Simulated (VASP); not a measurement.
# Fe (Im-3m) in VASP: a series of runs

The runs below take Fe through single point, relaxation of cell and atoms, with PBE, LDA.

Program: VASP 6.6.1. These are calculated values, not measurements. Logs are shortened: lines on timing, memory, paths and dates and some standing lists are left out, and cuts for length are marked.

### Step 1. The structure

It takes space group Im-3m (No. 229, cubic). Conventional cell: a = 2.886 Å, b = 2.886 Å, c = 2.886 Å, α = 90.00°, β = 90.00°, γ = 90.00°. Fe (site symmetry m-3m) is surrounded by 8 Fe at 2.50 Å.

### Step 2. Single point, PBE, collinear spin, ferromagnetic start

INCAR

```
PREC     = Accurate       # precision mode
ENCUT    = 520            # plane-wave cutoff, eV
EDIFF    = 1E-7           # SCF threshold, eV
ISMEAR   = 0              # smearing method
SIGMA    = 0.011          # smearing width, eV
LREAL    = F              # projectors in reciprocal space
LASPH    = T              # aspherical terms in the spheres
NELM     = 150            # most SCF steps
ALGO     = Normal         # electronic algorithm
ISIF     = 2              # what is computed and relaxed
LWAVE    = F              # write WAVECAR
LCHARG   = F              # write CHGCAR
ISPIN    = 2              # spin polarisation
MAGMOM   = 3              # initial moments
LORBIT   = 11             # projections on sites
LMAXMIX  = 4              # l up to which the mixer works
GGA      = PE             # functional
```

KPOINTS

```
regular mesh
0
Gamma
  13 13 13
```

POSCAR

```
Fe
1.0
   -1.4430000000      1.4430000000      1.4430000000
    1.4430000000     -1.4430000000      1.4430000000
    1.4430000000      1.4430000000     -1.4430000000
Fe
1
Direct
    0.0000000000      0.0000000000      0.0000000000
```

Potentials or basis: VASP PAW PBE potentials, release 64 (Fe).

On the command line:

```sh
$ cat potpaw_PBE.64/Fe/POTCAR > POTCAR
$ mpirun -np 1 vasp_std > vasp.out
```

OUTCAR:

```text
PREC = Accurate
   ENCUT = 520
   EDIFF = 1E-7
   ISMEAR = 0
   LREAL = F
   LASPH = T
   NELM = 150
   ISIF = 2
   ISPIN = 2
   LORBIT = 11
   GGA = PE

 ion  position               nearest neighbor table
   1  0.000  0.000  0.000-

  LATTYP: Found a body centered cubic cell.
 ALAT       =     2.8860000000

  Lattice vectors:

 A1 = (  -1.4430000000,   1.4430000000,   1.4430000000)
 A2 = (   1.4430000000,  -1.4430000000,   1.4430000000)
 A3 = (   1.4430000000,   1.4430000000,  -1.4430000000)

Analysis of symmetry for initial positions (statically):
=====================================================================
 Subroutine PRICEL returns:
 Original cell was already a primitive cell.

 Routine SETGRP: Setting up the symmetry group for a
 body centered cubic supercell.

 Subroutine GETGRP returns: Found 48 space group operations
 (whereof 48 operations were pure point group operations)
 out of a pool of 48 trial point group operations.

The static configuration has the point symmetry O_h .

Analysis of symmetry for dynamics (positions and initial velocities):
=====================================================================
 Subroutine PRICEL returns:
 Original cell was already a primitive cell.

 Routine SETGRP: Setting up the symmetry group for a
 body centered cubic supercell.

 Subroutine GETGRP returns: Found 48 space group operations
 (whereof 48 operations were pure point group operations)
 out of a pool of 48 trial point group operations.

The dynamic configuration has the point symmetry O_h .

Analysis of structural, dynamic, and magnetic symmetry:
=====================================================================
 Subroutine PRICEL returns:
 Original cell was already a primitive cell.

 Routine SETGRP: Setting up the symmetry group for a
 body centered cubic supercell.

 Subroutine GETGRP returns: Found 48 space group operations
 (whereof 48 operations were pure point group operations)
 out of a pool of 48 trial point group operations.

The overall configuration has the point symmetry O_h .

 Subroutine INISYM returns: Found 48 space group operations
 (whereof 48 operations are pure point group operations),
 and found     1 'primitive' translations

----------------------------------------------------------------------------------------

                                     Primitive cell

  volume of cell :      12.0187

  direct lattice vectors                    reciprocal lattice vectors
    -1.443000000  1.443000000  1.443000000     0.000000000  0.346500347  0.346500347
     1.443000000 -1.443000000  1.443000000     0.346500347  0.000000000  0.346500347
     1.443000000  1.443000000 -1.443000000     0.346500347  0.346500347  0.000000000

  length of vectors
     2.499349315  2.499349315  2.499349315     0.490025489  0.490025489  0.490025489

  position of ions in fractional coordinates (direct lattice)
     0.000000000  0.000000000  0.000000000

  ion indices of the primitive-cell ions
   primitive index   ion index
                 1           1

----------------------------------------------------------------------------------------

 KPOINTS: regular mesh

Automatic generation of k-mesh.
 Grid dimensions read from file:
 generate k-points for:   13   13   13

 Generating k-lattice:

  Cartesian coordinates                     Fractional coordinates (reciprocal lattice)
     0.000000000  0.026653873  0.026653873     0.076923077  0.000000000  0.000000000
     0.026653873  0.000000000  0.026653873     0.000000000  0.076923077  0.000000000
     0.026653873  0.026653873  0.000000000     0.000000000  0.000000000  0.076923077

  Length of vectors
     0.037694268  0.037694268  0.037694268

  Shift w.r.t. Gamma in fractional coordinates (k-lattice)
     0.000000000  0.000000000  0.000000000

 Subroutine IBZKPT returns following result:
 ===========================================

 Found     84 irreducible k-points:

 Following reciprocal coordinates:
            Coordinates               Weight
  0.000000  0.000000  0.000000      1.000000
  0.076923  0.000000  0.000000     12.000000
  0.153846  0.000000  0.000000     12.000000
  0.230769  0.000000  0.000000     12.000000
  0.307692  0.000000  0.000000     12.000000
  0.384615  0.000000  0.000000     12.000000
[... 16 lines left out ...]
  0.153846  0.076923  0.076923     24.000000
  0.230769  0.076923  0.076923     24.000000
 [... further k-points ...]
   k-points           NKPTS =     84   k-points in BZ     NKDIM =     84   number of bands    NBANDS=     10
   number of dos      NEDOS =    301   number of ions     NIONS =      1
   total plane-waves  NPLWV =   8000
   dimension x,y,z NGX =    20 NGY =   20 NGZ =   20
   dimension x,y,z NGXF=    40 NGYF=   40 NGZF=   40
   ions per type =               1
   NGX,Y,Z   is equivalent  to a cutoff of  13.30, 13.30, 13.30 a.u.
   NGXF,Y,Z  is equivalent  to a cutoff of  26.61, 26.61, 26.61 a.u.
 SYSTEM =  unknown system
   PREC   = accura    normal or accurate (medium, high low for compatibility)
   ISTART =      0    job   : 0-new  1-cont  2-samecut
   ICHARG =      2    charge: 1-file 2-atom 10-const
   ISPIN  =      2    spin polarized calculation?
   LNONCOLLINEAR =      F non collinear calculations
   LSORBIT =      F    spin-orbit coupling
   LASPH  =      T    aspherical Exc in radial PAW
   ENCUT  =  520.0 eV  38.22 Ry    6.18 a.u.   4.65  4.65  4.65*2*pi/ulx,y,z
   NELM   =    150;   NELMIN=  2; NELMDL= -5     # of ELM steps
   EDIFF  = 0.1E-06   stopping-criterion for ELM
   LREAL  =      F    real-space projection
   EDIFFG = 0.1E-05   stopping-criterion for IOM
   NSW    =      0    number of steps for IOM
   IBRION =     -1    ionic relax: 0-MD 1-quasi-New 2-CG
   NFREE  =      0    steps in history (QN), initial steepest desc. (CG)
   ISIF   =      2    stress and relaxation
   ISYM   =      2    0-nonsym 1-usesym 2-fastsym
   POTIM  = 0.5000    time-step for ionic-motion
   TEBEG  =    0.0;   TEEND  =   0.0 temperature during run
   PSTRESS=    0.0 pullay stress
   NELECT =       8.0000    total number of electrons
   NUPDOWN=      -1.0000    fix difference up-down
   EMIN   =  10.00;   EMAX   =-10.00  energy-range for DOS
   EFERMI =   0.00;   METHOD = LEGACY
   ISMEAR =     0;   SIGMA  =   0.01  broadening in eV -4-tet -1-fermi 0-gaus
   EFERMI_NEDOS =   21; number of points for ismear=-14 and -15
   IALGO  =     38    algorithm
   IMIX   =      4    mixing-type and parameters
     AMIX     =   0.40;   BMIX     =  1.00
     AMIX_MAG =   1.60;   BMIX_MAG =  1.00
  volume/ion in A,a.u.               =      12.02        81.11
  Fermi-wavevector in a.u.,A,eV,Ry     =   1.429394  2.701162 27.798962  2.043166
  Thomas-Fermi vector in A             =   2.549352
   LORBIT       =     11    0 simple, 1 ext, 2 COOP (PROOUT), +10 PAW based schemes
   GGA     = PE    functional components
   LHFCALC =     F    Hartree Fock is set to
   AEXX    =    0.0000 exact exchange contribution
   IVDW    =     0    specifies the selected vdW correction
   LEPSILON=     F    determine dielectric tensor
   LRPA    =     F    only Hartree local field effects (RPA)
 spin polarized calculation
 Gauss-broadening in eV      SIGMA  =   0.01
  energy-cutoff  :      520.00
  volume of cell :       12.02
 maximum number of plane-waves:       336
   NGX =  9   NGY =  9   NGZ =  9

 number of electron       7.9999995 magnetization       2.2840186

 Free energy of the ion-electron system (eV)
  ---------------------------------------------------
  ext. energy  EPLUGINS =         0.00000000
  ---------------------------------------------------
  free energy    TOTEN  =        -8.21612421 eV

  energy without entropy =       -8.21601707  energy(sigma->0) =       -8.21607064

 E-fermi :   5.2112     XC(G=0): -12.7999

 val. band max:        5.2097764729   @ k =  -0.4615  -0.4615   0.3077
 cond. band min:       5.2178283553   @ k =  -0.4615   0.4615   0.4615
 fundamental gap:      0.0080518824
 Fermi energy:         5.2112158043

 spin component 1

 k-point     1 :       0.0000    0.0000    0.0000
  band No.  band energies     occupation
      1      -2.8351      1.00000
      2       3.0339      1.00000
      3       3.0339      1.00000
      4       3.0339      1.00000
      5       4.1465      1.00000
      6       4.1465      1.00000
      7      29.7451      0.00000
      8      29.7451      0.00000
      9      29.7451      0.00000
     10      34.4776      0.00000
[... 287 lines left out ...]
 k-point    24 :       0.2308    0.0769    0.0769
  band No.  band energies     occupation
      1       0.4606      1.00000
      2       2.2807      1.00000
      3       2.6565      1.00000
      4       4.1054      1.00000
      5       4.2413      1.00000
      6       5.2911      0.00000
      7      18.1216      0.00000
      8      22.1775      0.00000
      9      23.7801      0.00000
     10      31.3103      0.00000

 [... further k-points ...]

 spin component 2

 k-point     1 :       0.0000    0.0000    0.0000
  band No.  band energies     occupation
      1      -2.6937      1.00000
      2       5.0561      1.00000
      3       5.0562      1.00000
      4       5.0562      1.00000
      5       6.9711      0.00000
      6       6.9712      0.00000
      7      29.4432      0.00000
      8      29.4432      0.00000
      9      29.4432      0.00000
     10      34.6177      0.00000
[... 287 lines left out ...]
 k-point    24 :       0.2308    0.0769    0.0769
  band No.  band energies     occupation
      1       0.8965      1.00000
      2       4.1190      1.00000
      3       4.3273      1.00000
      4       6.7871      0.00000
      5       7.0855      0.00000
      6       7.3630      0.00000
      7      18.8600      0.00000
      8      22.5377      0.00000
      9      24.4801      0.00000
     10      31.3045      0.00000

 [... further k-points ...]

------------------------ aborting loop because EDIFF is reached ----------------------------------------

  FORCE on cell =-STRESS in cart. coord.  units (eV):
  Direction    XX          YY          ZZ          XY          YZ          ZX
  --------------------------------------------------------------------------------------
  -------------------------------------------------------------------------------------
  Total       -0.6860702     -0.6860702     -0.6860702      0.0000000      0.0000000     -0.0000000
  in kB      -91.4576800    -91.4576800    -91.4576800      0.0000000      0.0000000     -0.0000000
  external PRESSURE =     -91.4576800 kB  Pullay stress =       0.0000000 kB

 VOLUME and BASIS-vectors are now :
 -----------------------------------------------------------------------------
  energy-cutoff  :      520.00
  volume of cell :       12.02
      direct lattice vectors                 reciprocal lattice vectors
    -1.443000000  1.443000000  1.443000000     0.000000000  0.346500347  0.346500347
     1.443000000 -1.443000000  1.443000000     0.346500347  0.000000000  0.346500347
     1.443000000  1.443000000 -1.443000000     0.346500347  0.346500347  0.000000000

 POSITION                                       TOTAL-FORCE (eV/Angst)
 -----------------------------------------------------------------------------------
      0.00000      0.00000      0.00000         0.000000     -0.000000     -0.000000
 -----------------------------------------------------------------------------------
    total drift:                                0.000000      0.000000      0.000000

  FREE ENERGIE OF THE ION-ELECTRON SYSTEM (eV)
  ---------------------------------------------------
  free  energy   TOTEN  =        -8.2161242050 eV

  energy  without entropy=       -8.2160170745  energy(sigma->0) =       -8.21607064

 total charge

# of ion       s       p       d       tot
------------------------------------------
    1        0.464   0.494   6.199   7.156

 magnetization (x)

# of ion       s       p       d       tot
------------------------------------------
    1       -0.014  -0.060   2.369   2.295
```

It took 11 s on 1 thread of Intel Xeon 6975P-C (Granite Rapids), shared host; peak memory 0.14 GiB.

Results:

- Free energy: -8.2161 eV
- Pressure: -9.1 GPa
- Band gap on the k mesh: none (metal or under the smearing width)
- Net moment: 2.28 μB per cell
- Site moments: Fe +2.29 μB
- Valence electrons inside the program's atomic spheres: Fe 7.16

Levels at points of the mesh, in eV from the Fermi level:
Spin up:
```csv
k point,band 3,band 4,band 5,band 6,band 7,band 8
"(0.00, 0.00, 0.00)",-2.18,-2.18,-1.06,-1.06,24.53,24.53
```
Spin down:
```tsv
k point	band 1	band 2	band 3	band 4	band 5	band 6	band 7
(0.00, 0.00, 0.00)	-7.90	-0.16	-0.16	-0.16	1.76	1.76	24.23
```

### Step 3. Relaxation of cell and atoms, PBE, collinear spin, ferromagnetic start

INCAR

```
SYSTEM = Fe
PREC     = Accurate       ! precision mode
ENCUT    = 600            ! plane-wave cutoff, eV
EDIFF    = 1E-7           ! SCF threshold, eV
ISMEAR   = -1             ! smearing method
SIGMA    = 0.05           ! smearing width, eV
LREAL    = .False.        ! projectors in reciprocal space
LASPH    = .True.         ! aspherical terms in the spheres
NELM     = 150            ! most SCF steps
ALGO     = Normal         ! electronic algorithm
ISIF     = 3              ! what is computed and relaxed
LWAVE    = .False.        ! write WAVECAR
LCHARG   = .False.        ! write CHGCAR
ISPIN    = 2              ! spin polarisation
MAGMOM   = 3              ! initial moments
LORBIT   = 11             ! projections on sites
LMAXMIX  = 4              ! l up to which the mixer works
GGA      = PE             ! functional
IBRION   = 2              ! ionic algorithm
NSW      = 40             ! ionic steps
EDIFFG   = -0.005         ! ionic threshold
```

KPOINTS

```
Automatic mesh
0
Gamma
  13 13 13
  0 0 0
```

POSCAR is that of step 2.

Potentials or basis: VASP PAW PBE potentials, release 64 (Fe).

On the command line:

```sh
$ cat potpaw_PBE.64/Fe/POTCAR > POTCAR
$ mpirun -np 1 vasp_std > vasp.out
```

Wall time 66 s (1 thread of Intel Xeon 6975P-C (Granite Rapids), shared host); peak memory 0.15 GiB.

It converged, with:

* Free energy: -8.2444 eV
* Relaxed volume: 11.30 Å³/atom
* Relaxed cell: a = 2.448 Å, b = 2.448 Å, c = 2.448 Å, α = 109.47°, β = 109.47°, γ = 109.47°
* Space group after relaxing (to 0.05 Å): Im-3m (No. 229)
* Energy gained by relaxing: 23.4 meV/atom
* Ionic steps: 15
* Pressure after relaxing: 0.0 GPa
* Band gap on the k mesh: none (metal or under the smearing width)
* Net moment: 2.13 μB per cell
* Site moments: Fe +2.13 μB
* Valence electrons inside the program's atomic spheres: Fe 7.28

Step by step:
```csv
step,energy change (eV),largest force (eV/Å),pressure (GPa),volume (Å³)
1,0.0000,0.0000,-9.14,12.02
2,-0.0126,0.0000,8.51,10.86
3,-0.0234,0.0000,0.10,11.29
4,-0.0234,0.0000,-0.17,11.30
5,-0.0234,0.0000,-0.11,11.30
6,-0.0234,0.0000,-0.14,11.30
7,-0.0234,0.0000,-0.15,11.30
8,-0.0234,0.0000,-0.15,11.30
9,-0.0234,0.0000,-0.15,11.30
10,-0.0234,0.0000,-0.13,11.30
11,-0.0234,0.0000,-0.11,11.30
12,-0.0234,0.0000,-0.13,11.30
13,-0.0234,0.0000,-0.10,11.30
14,-0.0234,0.0000,-0.08,11.30
15,-0.0234,0.0000,0.00,11.30
```

Final structure:
```cif
data_structure
_symmetry_space_group_name_H-M 'P 1'
_symmetry_Int_Tables_number 1
_cell_length_a 2.4482
_cell_length_b 2.4482
_cell_length_c 2.4482
_cell_angle_alpha 109.471
_cell_angle_beta 109.471
_cell_angle_gamma 109.471
_cell_volume 11.30
loop_
_atom_site_label
_atom_site_type_symbol
_atom_site_fract_x
_atom_site_fract_y
_atom_site_fract_z
_atom_site_occupancy
Fe1 Fe 0.00000 0.00000 0.00000 1
```

Levels at points of the mesh, in eV from the Fermi level:
Spin up:
| k point | band 1 | band 2 | band 3 | band 4 | band 5 | band 6 | band 7 | band 8 | band 9 | band 10 |
| --- | --- | --- | --- | --- | --- | --- | --- | --- | --- | --- |
| (0.00, 0.00, 0.00) | -8.47 | -2.30 | -2.30 | -2.30 | -1.10 | -1.10 | 25.08 | 25.08 | 25.08 | 30.19 |
Spin down:
```tsv
k point	band 1	band 2	band 3	band 4	band 5	band 6	band 7	band 8
(0.00, 0.00, 0.00)	-8.31	-0.46	-0.46	-0.46	1.63	1.63	24.82	24.82
```

### Step 4. Relaxation of cell and atoms, LDA, collinear spin, ferromagnetic start

INCAR

```
ALGO = Fast
EDIFF = 1E-6
EDIFFG = -0.005
ENCUT = 600
IBRION = 2
ISIF = 3
ISMEAR = -1
ISPIN = 2
LASPH = T
LCHARG = F
LMAXMIX = 4
LORBIT = 11
LREAL = F
LWAVE = F
MAGMOM = 3
NELM = 150
NSW = 40
PREC = Accurate
SIGMA = 0.05
```

KPOINTS

```
k-points
0
Gamma
  13 13 13
```

POSCAR is that of step 3.

Potentials or basis: VASP PAW LDA potentials, release 64 (Fe).

On the command line:

```sh
$ cat potpaw_LDA.64/Fe/POTCAR > POTCAR
$ mpirun -np 1 vasp_std > vasp.out
```

It took 64 s on 1 thread of Intel Xeon 6975P-C (Granite Rapids), shared host; peak memory 0.14 GiB.

It converged, with:

| Quantity | Value |
| --- | --- |
| Free energy | -9.2307 eV |
| Relaxed volume | 10.38 Å³/atom |
| Relaxed cell | a = 2.380 Å, b = 2.380 Å, c = 2.380 Å, α = 109.47°, β = 109.47°, γ = 109.47° |
| Space group after relaxing (to 0.05 Å) | Im-3m (No. 229) |
| Energy gained by relaxing | 161.1 meV/atom |
| Ionic steps | 7 |
| Pressure after relaxing | 0.0 GPa |
| Band gap on the k mesh | none (metal or under the smearing width) |
| Net moment | 1.98 μB per cell |
| Site moments | Fe +1.95 μB |
| Valence electrons inside the program's atomic spheres | Fe 7.48 |

Step by step:
```
step  energy change (eV)  largest force (eV/Å)  pressure (GPa)  volume (Å³)
   1              0.0000                0.0000          -27.09        12.02
   2              0.0858                0.0000           58.97         8.82
   3             -0.1610                0.0000           -0.98        10.42
   4             -0.1611                0.0000           -0.14        10.39
   5             -0.1611                0.0000            0.65        10.36
   6             -0.1611                0.0000           -0.70        10.41
   7             -0.1611                0.0000            0.01        10.38
```

Final structure:
```xyz
1
Lattice="-1.3742 1.3742 1.3742 1.3742 -1.3742 1.3742 1.3742 1.3742 -1.3742" Properties=species:S:1:pos:R:3 pbc="T T T"
Fe    0.0000    0.0000    0.0000
```

Levels at points of the mesh, in eV from the Fermi level:
Spin up:
| k point | band 2 | band 3 | band 4 | band 5 | band 6 | band 7 | band 8 | band 9 |
| --- | --- | --- | --- | --- | --- | --- | --- | --- |
| (0.00, 0.00, 0.00) | -2.57 | -2.57 | -2.57 | -1.01 | -1.01 | 25.64 | 25.64 | 25.64 |
Spin down:
```csv
k point,band 1,band 2,band 3,band 4,band 5,band 6
"(0.00, 0.00, 0.00)",-8.79,-0.96,-0.96,-0.96,1.11,1.11
```

Caveat: the volume moved by -14 % from the deposited cell, more than functionals usually miss.

### Step 5. Overview

| task | level | potentials or basis | cell | cutoff (eV) | smearing | gap on the mesh (eV) | pressure (GPa) | moment (μB) | relaxed volume (Å³/atom) |
| --- | --- | --- | --- | --- | --- | --- | --- | --- | --- |
| single point | PBE | VASP PAW PBE potentials, release 64 (Fe) | as given | 520 | gaussian 0.011 eV | none | -9.1 | 2.28 | - |
| relaxation of cell and atoms | PBE | VASP PAW PBE potentials, release 64 (Fe) | relaxed | 600 | fermi-dirac 0.05 eV | none | 0.0 | 2.13 | 11.30 |
| relaxation of cell and atoms | LDA | VASP PAW LDA potentials, release 64 (Fe) | relaxed | 600 | fermi-dirac 0.05 eV | none | 0.0 | 1.98 | 10.38 |

Alike in all rows: spin collinear, ferromagnetic start; k mesh 13 × 13 × 13.

Caveats: the volume moved by -14 % from the deposited cell, more than functionals usually miss (some runs).

Total energies depend on the potentials used, so only differences within one code and one set of settings carry meaning.
